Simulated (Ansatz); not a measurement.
A 12-atom cell of SnO₂ (Pa-3) from a materials database at its r2SCAN geometry, run in the plane-wave code Ansatz at 4 levels of theory. Non-magnetic throughout; all numbers are computed.

The PBE+SOC input:
```yaml
crystal:
  lattice:
    - [5.1005635618, 0.0, 0.0]
    - [0.0, 5.1005635618, 0.0]
    - [0.0, 0.0, 5.1005635618]
  atoms:
    - { symbol: Sn, position: [0.0, 0.5, 0.5] }
    - { symbol: Sn, position: [0.5, 0.5, 0.0] }
    - { symbol: Sn, position: [0.5, 0.0, 0.5] }
    - { symbol: Sn, position: [0.0, 0.0, 0.0] }
    - { symbol: O, position: [0.3397329487, 0.1602670513, 0.8397329487] }
    - { symbol: O, position: [0.1602670513, 0.8397329487, 0.3397329487] }
    - { symbol: O, position: [0.8397329487, 0.3397329487, 0.1602670513] }
    - { symbol: O, position: [0.6602670513, 0.6602670513, 0.6602670513] }
    - { symbol: O, position: [0.3397329487, 0.3397329487, 0.3397329487] }
    - { symbol: O, position: [0.1602670513, 0.6602670513, 0.8397329487] }
    - { symbol: O, position: [0.8397329487, 0.1602670513, 0.6602670513] }
    - { symbol: O, position: [0.6602670513, 0.8397329487, 0.1602670513] }
kpoints:
  mp_grid: { grid: [6, 6, 6] }
  band_path:
    path:
      - [0.0, 0.0, 0.0]
      - [0.0, 0.5, 0.0]
      - [0.5, 0.5, 0.0]
      - [0.5, 0.5, 0.5]
      - [0.5, 0.0, 0.0]
      - [0.0, 0.135417, 0.385417]
    npoints: 1
hamiltonian:
  xc: pbe
scf:
  occupations: { method: fermi_dirac, width: 0.02 }
  n_extra_bands: 14
magnetization:
  noncollinear: true
  spin_orbit: true
output:
  forces: true
  stress: true
  eigenvalues: true
```

Main results, then, where recorded, the levels near the gap in eV from the Fermi energy (columns number the bands from 0), one row a point of the path (Γ, X, M, R, X₁, (0, 0.135, 0.385)):
```
Crystal: 12 atoms, lattice volume = 132.695 Å³
Symmetry: 24 space group operations + 24 with time reversal
Magnetic group: BNS 205.34 (UNI 1536)
```
```
Basis set: ecut = 420 eV, 2553 PW (Γ)
Bands: 118, of which v1, the nominal top of the filled ones, is band 104 counted from 1 (103 counted from 0)
k-points: 24 of 216
Free energy (F): -28643.098151 eV
Fermi energy:    11.293154 eV
--- Forces (eV/Å), atoms counted from 1 ---
  atom   1  Sn      0.00000      0.00000      0.00000
  atom   2  Sn      0.00000      0.00000      0.00000
  atom   3  Sn      0.00000      0.00000      0.00000
  atom   4  Sn      0.00000      0.00000      0.00000
  atom   5  O       0.01341    -0.01341      0.01341
  atom   6  O     -0.01341      0.01341      0.01341
  atom   7  O       0.01341      0.01341    -0.01341
  atom   8  O     -0.01341    -0.01341    -0.01341
  atom   9  O       0.01341      0.01341      0.01341
  atom  10  O     -0.01341    -0.01341      0.01341
  atom  11  O       0.01341    -0.01341    -0.01341
  atom  12  O     -0.01341      0.01341    -0.01341
--- Stress (GPa, compression-positive) ---
        8.532764       0.000000       0.000000
        0.000000       8.532764       0.000000
        0.000000       0.000000       8.532764
  P = ⅓ Tr σ = 8.5328 GPa (85.328 kbar)
```
```tsv
band_96	band_97	band_98	band_99	band_100	band_101	band_102	band_103	band_104	band_105	band_106	band_107	band_108	band_109
-0.829	-0.829	-0.625	-0.625	-0.605	-0.605	-0.605	-0.605	0.464	0.464	5.677	5.677	5.682	5.682
-1.006	-1.006	-1.006	-1.006	-0.551	-0.551	-0.551	-0.551	3.535	3.535	3.535	3.535	4.720	4.720
-0.856	-0.856	-0.856	-0.856	-0.854	-0.854	-0.854	-0.854	4.402	4.402	4.402	4.402	4.410	4.410
-1.171	-1.171	-1.171	-1.171	-1.171	-1.171	-1.167	-1.167	4.916	4.916	4.917	4.917	4.917	4.917
-1.006	-1.006	-1.006	-1.006	-0.551	-0.551	-0.551	-0.551	3.535	3.535	3.535	3.535	4.720	4.720
-1.101	-1.101	-0.873	-0.873	-0.572	-0.572	-0.525	-0.525	2.955	2.955	4.311	4.311	4.652	4.652
```

The PBE+SOC gap is indirect, 0.99 eV (k = (0, 0.135, 0.385) to Γ), below the direct gap of 1.07 eV at Γ.

Q: In the first input these blocks are replaced (the band path and keys that only write files left aside):
```yaml
hamiltonian:
  xc: r2scan
scf:
  occupations: { method: fixed }
  n_extra_bands: 7
```
(magnetization left out)
What comes out?

A:
```
Basis set: ecut = 500 eV, 3407 PW (Γ)
Bands: 59, of which v1, the nominal top of the filled ones, is band 52 counted from 1 (51 counted from 0)
k-points: 24 of 216
Free energy (F): -28703.669722 eV
Fermi energy:    10.360485 eV
--- Forces (eV/Å), atoms counted from 1 ---
  atom   1  Sn      0.00000      0.00000      0.00000
  atom   2  Sn      0.00000      0.00000      0.00000
  atom   3  Sn      0.00000      0.00000      0.00000
  atom   4  Sn      0.00000      0.00000      0.00000
  atom   5  O     -0.00016      0.00016    -0.00016
  atom   6  O       0.00016    -0.00016    -0.00016
  atom   7  O     -0.00016    -0.00016      0.00016
  atom   8  O       0.00016      0.00016      0.00016
  atom   9  O     -0.00016    -0.00016    -0.00016
  atom  10  O       0.00016      0.00016    -0.00016
  atom  11  O     -0.00016      0.00016      0.00016
  atom  12  O       0.00016    -0.00016      0.00016
--- Stress (GPa, compression-positive) ---
        0.036107       0.000000       0.000000
        0.000000       0.036107       0.000000
        0.000000       0.000000       0.036107
  P = ⅓ Tr σ = 0.0361 GPa (0.361 kbar)
```
```tsv
band_48	band_49	band_50	band_51	band_52	band_53	band_54
-0.294	-0.085	-0.085	-0.085	1.597	6.955	6.955
-0.488	-0.488	-0.024	-0.024	4.710	4.710	5.985
-0.331	-0.331	-0.331	-0.331	5.632	5.632	5.632
-0.661	-0.661	-0.661	-0.661	6.152	6.152	6.152
-0.488	-0.488	-0.024	-0.024	4.710	4.710	5.985
-0.579	-0.355	-0.043	0.005	4.096	5.524	5.916
```
r2SCAN gives an indirect gap of 1.59 eV, from k = (0, 0.135, 0.385) to Γ; the least direct gap is 1.68 eV at Γ. The mean stress is close to zero (0.04 GPa).

HSE06. Against the first input these blocks differ (the band path and keys that only write files left aside):
```yaml
kpoints:
  mp_grid: { grid: [4, 4, 4] }
hamiltonian:
  xc: hse06
scf:
  occupations: { method: fixed }
  n_extra_bands: 7
```
(magnetization left out)

```
Basis set: ecut = 420 eV, 2553 PW (Γ)
Bands: 59, of which v1, the nominal top of the filled ones, is band 52 counted from 1 (51 counted from 0)
k-points: 11 of 64
Exchange kernel: α = 0.2500, screened, ω = 0.2079 Å⁻¹, Wigner–Seitz truncation, v(0) = 1045.6508 eV·Å³, q-mesh 4×4×4
hybrid outer 1: dexx = +5.725e-2 eV, tail = 3.34e-4 eV
hybrid outer 2: dexx = +4.756e-6 eV, tail = 1.22e-7 eV, Δε = 3.36e-3 eV, ΔF = 1.06e-3 eV/Å
hybrid outer 3: dexx = +4.174e-9 eV, tail = 1.48e-9 eV, Δε = 6.95e-5 eV, ΔF = 1.23e-6 eV/Å
Free energy (F): -28649.696278 eV
Fermi energy:    9.463522 eV
--- Forces (eV/Å), atoms counted from 1 ---
  atom   1  Sn      0.00000      0.00000      0.00000
  atom   2  Sn      0.00000      0.00000      0.00000
  atom   3  Sn      0.00000      0.00000      0.00000
  atom   4  Sn      0.00000      0.00000      0.00000
  atom   5  O     -0.00938      0.00938    -0.00938
  atom   6  O       0.00938    -0.00938    -0.00938
  atom   7  O     -0.00938    -0.00938      0.00938
  atom   8  O       0.00938      0.00938      0.00938
  atom   9  O     -0.00938    -0.00938    -0.00938
  atom  10  O       0.00938      0.00938    -0.00938
  atom  11  O     -0.00938      0.00938      0.00938
  atom  12  O       0.00938    -0.00938      0.00938
--- Stress (GPa, compression-positive) ---
       -1.960824       0.000000       0.000000
        0.000000      -1.960824       0.000000
        0.000000       0.000000      -1.960824
  P = ⅓ Tr σ = -1.9608 GPa (-19.608 kbar)
```
```tsv
band_48	band_49	band_50	band_51	band_52	band_53	band_54
-0.306	-0.057	-0.057	-0.057	2.619	8.293	8.293
-0.460	-0.460	0.000	0.000	5.885	5.885	7.190
-0.306	-0.306	-0.306	-0.306	6.859	6.859	6.859
-0.708	-0.708	-0.708	-0.708	7.437	7.437	7.437
-0.460	-0.460	0.000	0.000	5.885	5.885	7.190
-0.531	-0.340	-0.008	0.051	5.224	6.755	7.117
```

The HSE06 gap is indirect, 2.57 eV (k = (0, 0.135, 0.385) to Γ), below the direct gap of 2.68 eV at Γ. The mean pressure is -2.0 GPa (compression positive), so HSE06 would shrink the cell's volume. (The program warns that its thresholds are loose for a hybrid's stress.)

Q: Another run on the same cell gave
```
Basis set: ecut = 420 eV, 2553 PW (Γ)
Bands: 59, of which v1, the nominal top of the filled ones, is band 52 counted from 1 (51 counted from 0)
k-points: 11 of 64
hybrid outer 1: dexx = +7.713e-2 eV, tail = 3.51e-4 eV
hybrid outer 2: dexx = +6.116e-6 eV, tail = 1.18e-7 eV, Δε = 3.60e-3 eV, ΔF = 1.33e-3 eV/Å
hybrid outer 3: dexx = +4.582e-9 eV, tail = 1.75e-9 eV, Δε = 6.73e-5 eV, ΔF = 1.15e-5 eV/Å
Free energy (F): -28647.476181 eV
Fermi energy:    9.065014 eV
--- Forces (eV/Å), atoms counted from 1 ---
  atom   1  Sn      0.00000      0.00000      0.00000
  atom   2  Sn      0.00000      0.00000      0.00000
  atom   3  Sn      0.00000      0.00000      0.00000
  atom   4  Sn      0.00000      0.00000      0.00000
  atom   5  O     -0.00865      0.00865    -0.00865
  atom   6  O       0.00865    -0.00865    -0.00865
  atom   7  O     -0.00865    -0.00865      0.00865
  atom   8  O       0.00865      0.00865      0.00865
  atom   9  O     -0.00865    -0.00865    -0.00865
  atom  10  O       0.00865      0.00865    -0.00865
  atom  11  O     -0.00865      0.00865      0.00865
  atom  12  O       0.00865    -0.00865      0.00865
--- Stress (GPa, compression-positive) ---
       -2.082931       0.000000       0.000000
        0.000000      -2.082931       0.000000
        0.000000       0.000000      -2.082931
  P = ⅓ Tr σ = -2.0829 GPa (-20.829 kbar)
```
```tsv
band_48	band_49	band_50	band_51	band_52	band_53	band_54
-0.308	-0.051	-0.051	-0.051	3.323	9.080	9.080
-0.459	-0.459	0.000	0.000	6.651	6.651	7.960
-0.308	-0.308	-0.308	-0.308	7.633	7.633	7.633
-0.714	-0.714	-0.714	-0.714	8.219	8.219	8.219
-0.459	-0.459	0.000	0.000	6.651	6.651	7.960
-0.532	-0.340	-0.008	0.053	5.982	7.531	7.884
```
Which level of theory gave it?

A: It is PBE0, judged by the exchange loop and the size of the gap (a near hybrid could fit too), on 4×4×4; the blocks that differ from the first input, but for the band path:
```yaml
kpoints:
  mp_grid: { grid: [4, 4, 4] }
hamiltonian:
  xc: pbe0
scf:
  occupations: { method: fixed }
  n_extra_bands: 7
```
(magnetization left out)
The PBE0 gap is indirect, 3.27 eV (k = (0, 0.135, 0.385) to Γ), below the direct gap of 3.37 eV at Γ. The mean pressure is -2.1 GPa (compression positive), so PBE0 would shrink the cell's volume. (The program warns that its thresholds are loose for a hybrid's stress.)

Small level splittings and stresses of the hybrids carry the error of their coarser meshes.

Totals of different functionals, or with and without spin-orbit coupling, can't be compared.

Only the levels marked +SOC include spin-orbit coupling.
